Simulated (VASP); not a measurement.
Here is a VASP 6.6.1 calculation.

File INCAR:

```
SYSTEM = NbP
  PREC = Accurate
  ENCUT = 520
  EDIFF = 1E-6
  ISMEAR = 0
  SIGMA = 0.05
  LREAL = .FALSE.
  LASPH = .TRUE.
  NELM = 80
  ALGO = Normal
  ISIF = 2
  LWAVE = .FALSE.
  LCHARG = .TRUE.
  LDIPOL = .TRUE.
  IDIPOL = 3
  DIPOL = 0.5 0.5 0.500
  GGA = PE
  LELF = .TRUE.
  LVHAR = .TRUE.
  LVACPOTAV = .TRUE.
```

Contents of KPOINTS:

```
regular mesh
0
G
  8 8 1
  0 0 0
```

The input POSCAR:

```
NbP
1.0
    3.3250000000      0.0000000000      0.0000000000
    0.0000000000      3.3250000000      0.0000000000
    0.0000000000      0.0000000000     23.5350000000
Nb P
4 4
Direct
    0.5000000000      0.0000000000      0.3186743149
    0.5000000000      0.5000000000      0.4395581050
    0.0000000000      0.5000000000      0.5604418950
    0.0000000000      0.0000000000      0.6813256851
    0.0000000000      0.5000000000      0.3186743149
    0.0000000000      0.0000000000      0.4395581050
    0.5000000000      0.0000000000      0.5604418950
    0.5000000000      0.5000000000      0.6813256851
```

Potentials or basis: VASP PAW PBE potentials, release 64 (Nb_sv, P).

The run is started by

```bash
$ cat potpaw_PBE.64/Nb_sv/POTCAR potpaw_PBE.64/P/POTCAR > POTCAR
$ mpirun -np 1 vasp_std > vasp.out
```

Q: What does it give for the work function of the upper face?

A: 3.92 eV.

Q: What does it give for the work function of the lower face?

A: 3.92 eV.

Q: What does it give for the band gap on the k mesh?

A: None (metal or under the smearing width).

Q: What does it give for the largest force?

A: 0.959 eV/Å.

Forces on the atoms (eV/Å):
```
Nb   0.000  0.000  0.959
Nb   0.000  0.000  0.011
Nb   0.000  0.000 -0.011
Nb   0.000  0.000 -0.959
P    0.000  0.000 -0.071
P    0.000  0.000 -0.020
P    0.000  0.000  0.020
P    0.000  0.000  0.071
```
